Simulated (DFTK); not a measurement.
# Au (P-1) in DFTK: a series of runs

Runs on Au. Level: PBE. Tasks: single point.

Everything below comes from runs of DFTK 0.8.2. Logs are shortened: lines on timing, memory, paths and dates and some standing lists are left out, and cuts for length are marked.

## 1. Starting point

The typed cell holds 1 atom: a = 2.930 Å, b = 2.886 Å, c = 2.882 Å, α = 57.93°, β = 64.48°, γ = 57.26°.

This isn't the form of Au at room conditions, which is fcc.

## 2. Single point, PBE

Input file run.jl:

```julia
using DFTK
using PseudoPotentialData
using Unitful, UnitfulAtomic
using LinearAlgebra, Printf
include("save.jl")
disable_threading()

# lattice vectors are the columns
lattice = austrip(1u"Å") * [   -0.04177394     2.02129817     2.13229252;
               1.95346746     0.08375225     1.93893562;
               2.18363431     2.05810812    -0.02724211]
symbols   = [:Au]
positions = [[0.0, 0.0, 0.0]]
pseudopotentials = Dict(:Au => "Au.upf")
elements = Dict(s => ElementPsp(s, pseudopotentials; rcut=10.0) for s in unique(symbols))
atoms    = [elements[s] for s in symbols]

build_model(lattice, positions; symmetries=true) =
    model_DFT(lattice, atoms, positions;
              functionals=PBE(),
              temperature=austrip(0.05u"eV"),
              smearing=Smearing.FermiDirac(),
              symmetries)
Ecut  = 45.0  # hartree
kgrid = [8, 8, 8]
tol   = 1e-6
to_GPa = ustrip(uconvert(u"GPa", 1u"hartree/bohr^3"))

model = build_model(lattice, positions)
basis = PlaneWaveBasis(model; Ecut, kgrid)
display(basis)
scfres = self_consistent_field(basis;
                               tol,
                               nbandsalg=AdaptiveBands(model; n_bands_converge=14))
display(scfres.energies)
@printf "Fermi level: %.6f eV\n" ustrip(auconvert(u"eV", something(scfres.εF, NaN)))
forces = compute_forces_cart(scfres)
println("Forces (eV/Å)")
for (s, f) in zip(symbols, forces)
    @printf "%-3s %12.6f %12.6f %12.6f\n" s ustrip.(auconvert.(u"eV/Å", f))...
end
stress = compute_stresses_cart(scfres)
println("Stress (GPa)")
display(round.(stress * to_GPa; digits=4))
println("Levels at the first k-point (eV): ", round.(ustrip.(auconvert.(u"eV", scfres.eigenvalues[1][1:scfres.n_bands_converge])); digits=4))
save_scf!(scfres; forces, stress)
```

Potentials or basis: SG15 1.2 (PBE).

Launch:

```console
$ julia --threads=1 run.jl  # save.jl only writes the numbers to a file and isn't shown; printed stress counts tension as positive; times include loading and compiling
```

The program printed:

```text
PlaneWaveBasis discretization:

    Ecut                 : 45.0 Ha
    fft_size             : (36, 36, 36), 46656 total points
    kgrid                : MonkhorstPack([8, 8, 8])
    num.   red. kpoints  : 512
    num. irred. kpoints  : 260

    Discretized Model(gga_x_pbe+gga_c_pbe, 3D):
        lattice (in Bohr)    : [-0.0789413, 3.8197    , 4.02945   ]
                               [3.69152   , 0.158269  , 3.66406   ]
                               [4.12647   , 3.88926   , -0.0514801]
        unit cell volume     : 114.82 Bohr³

        atoms                : Au
        atom potentials      : ElementPsp(:Au, "Au.upf")

        num. electrons       : 19
        spin polarization    : none
        temperature          : 0.0018375 Ha
        smearing             : DFTK.Smearing.FermiDirac()

        terms                : Kinetic()
                               AtomicLocal()
                               AtomicNonlocal()
                               Ewald(nothing)
                               PspCorrection()
                               Hartree()
                               Xc(gga_x_pbe, gga_c_pbe)
                               Entropy()
n     Energy            log10(ΔE)   log10(Δρ)   Diag   Δtime
---   ---------------   ---------   ---------   ----   ------
  1   -137.3630420225                   -1.35    4.9    16.9s
  2   -137.3635596524       -3.29       -1.84    1.0    8.04s
  3   -137.3636075733       -4.32       -2.74    2.2    10.2s
  4   -137.3636112313       -5.44       -3.55    2.8    12.2s
  5   -137.3636112871       -7.25       -4.20    2.5    11.1s
  6   -137.3636112889       -8.73       -4.88    2.3    10.7s
  7   -137.3636112891       -9.88       -5.48    2.4    10.5s
  8   -137.3636112891      -11.40       -6.35    2.3    10.2s
Energy breakdown (in Ha):
    Kinetic             42.0181085
    AtomicLocal         -92.4636654
    AtomicNonlocal      1.1084620
    Ewald               -107.1718164
    PspCorrection       5.3974406
    Hartree             26.4524077
    Xc                  -12.7044312
    Entropy             -0.0001172

    total               -137.363611289066
Fermi level: 13.075049 eV
Forces (eV/Å)
Au      0.000000     0.000000    -0.000000
Stress (GPa)
3×3 StaticArraysCore.SMatrix{3, 3, Float64, 9} with indices SOneTo(3)×SOneTo(3):
 -11.1229   -0.4368   -2.9356
  -0.4368  -10.7807    0.162
  -2.9356    0.162   -10.0921
Levels at the first k-point (eV): [-92.7592, -43.9878, -43.9714, -43.9436, 3.0477, 7.6023, 8.176, 8.8918, 9.3418, 10.2471, 27.4664, 29.8399, 31.2975, 33.5426]
```

It took 4.9 min on 1 thread of Intel Xeon 6975P-C (Granite Rapids), shared host; peak memory 2.6 GiB.

What came out:

```yaml
Free_energy: -3737.8543 eV
Pressure: 10.7 GPa
Band_gap_on_the_k_mesh: none (metal or under the smearing width)
```

Levels at points of the mesh, in eV from the Fermi level:
| k point | band 5 | band 6 | band 7 | band 8 | band 9 | band 10 | band 11 | band 12 | band 13 | band 14 |
| --- | --- | --- | --- | --- | --- | --- | --- | --- | --- | --- |
| (0.00, 0.00, 0.00) | -10.03 | -5.47 | -4.90 | -4.18 | -3.73 | -2.83 | 14.39 | 16.76 | 18.22 | 20.47 |
| (-0.50, 0.00, 0.00) | -7.57 | -5.13 | -4.46 | -2.66 | -1.89 | -1.36 | 2.59 | 14.00 | 17.02 | 18.64 |
| (0.00, -0.50, 0.00) | -7.31 | -5.47 | -4.45 | -2.10 | -1.73 | -0.46 | 4.06 | 12.70 | 14.63 | 17.78 |
| (-0.50, -0.50, 0.00) | -7.30 | -6.86 | -2.43 | -1.94 | -1.58 | 0.20 | 4.79 | 10.08 | 11.48 | 17.85 |
| (0.00, 0.00, -0.50) | -7.53 | -5.22 | -4.38 | -2.69 | -1.81 | -1.27 | 2.75 | 13.76 | 16.93 | 18.44 |
| (-0.50, 0.00, -0.50) | -7.15 | -6.92 | -2.24 | -1.82 | -1.59 | 2.21 | 7.31 | 7.50 | 9.98 | 15.64 |
| (0.00, -0.50, -0.50) | -7.28 | -6.83 | -2.50 | -1.96 | -1.50 | 0.47 | 5.17 | 9.57 | 11.44 | 17.53 |
| (-0.50, -0.50, -0.50) | -7.52 | -5.79 | -3.95 | -2.13 | -2.01 | -1.14 | 2.86 | 13.31 | 15.46 | 19.75 |

Spin-orbit coupling is left out, which matters for the levels of Au.

## 3. Single point, PBE

run.jl is that of step 2.

Potentials or basis: SPMS 1.0 (PBE).

Launch:

```console
$ julia --threads=1 run.jl  # save.jl only writes the numbers to a file and isn't shown; printed stress counts tension as positive; times include loading and compiling
```

Wall time 3.9 min (1 thread of Intel Xeon 6975P-C (Granite Rapids), shared host); peak memory 2.5 GiB.

The run converged. Its results:

| Item | Value |
| --- | --- |
| Free energy | -3904.8660 eV |
| Pressure | 10.6 GPa |
| Band gap on the k mesh | none (metal or under the smearing width) |

Stress tensor (GPa, compression positive):
```
11.00  0.36  2.97
 0.36 10.71 -0.24
 2.97 -0.24  9.97
```

Levels at points of the mesh, in eV from the Fermi level:
| k point | band 5 | band 6 | band 7 | band 8 | band 9 | band 10 | band 11 | band 12 | band 13 | band 14 |
| --- | --- | --- | --- | --- | --- | --- | --- | --- | --- | --- |
| (0.00, 0.00, 0.00) | -10.04 | -5.47 | -4.89 | -4.17 | -3.72 | -2.81 | 14.37 | 16.75 | 18.22 | 20.47 |
| (-0.50, 0.00, 0.00) | -7.58 | -5.13 | -4.46 | -2.65 | -1.88 | -1.38 | 2.59 | 13.98 | 17.01 | 18.63 |
| (0.00, -0.50, 0.00) | -7.31 | -5.46 | -4.44 | -2.09 | -1.72 | -0.47 | 4.06 | 12.68 | 14.61 | 17.77 |
| (-0.50, -0.50, 0.00) | -7.30 | -6.86 | -2.41 | -1.93 | -1.57 | 0.19 | 4.79 | 10.06 | 11.47 | 17.88 |
| (0.00, 0.00, -0.50) | -7.54 | -5.22 | -4.37 | -2.67 | -1.80 | -1.28 | 2.75 | 13.75 | 16.92 | 18.43 |
| (-0.50, 0.00, -0.50) | -7.15 | -6.92 | -2.22 | -1.81 | -1.58 | 2.19 | 7.31 | 7.48 | 9.97 | 15.65 |
| (0.00, -0.50, -0.50) | -7.29 | -6.82 | -2.49 | -1.94 | -1.49 | 0.45 | 5.17 | 9.55 | 11.42 | 17.55 |
| (-0.50, -0.50, -0.50) | -7.52 | -5.79 | -3.93 | -2.12 | -2.00 | -1.15 | 2.86 | 13.29 | 15.45 | 19.75 |

The run has no spin-orbit coupling, so splittings on Au are missing.
